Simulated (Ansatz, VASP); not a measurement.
**SnTe: VASP beside Ansatz**

```
Sn Te
1.0
     0.00000    3.13867    3.13867
     3.13867    0.00000    3.13867
     3.13867    3.13867    0.00000
Sn Te
1 1
Direct
  0.00000 0.00000 0.00000
  0.50000 0.50000 0.50000
```

Change from the starting cell: volume scaled by 0.94, crystal datasets.

Alike in both runs: task single point; functional PBE; k mesh 13 × 13 × 13; occupations fermi-dirac, width 0.1 eV; no spin polarisation.

```csv
,VASP,Ansatz
version,VASP 6.6.1,Ansatz 0.2.0
potentials or method,"VASP PAW PBE potentials, release 64 (Sn_d, Te), cutoff 520 eV","all-electron PAW with datasets made for the crystal, scalar-relativistic"
```

Ansatz gave:

```
pressure (GPa) : 2.9
```

Question: Estimate VASP's values.

Answer: Pressure (GPa): 2.8.

Ansatz ran all-electron here, so the differences hold the error of VASP's frozen core and of both bases.

Spin-orbit coupling is left out, which matters for the levels of Te.
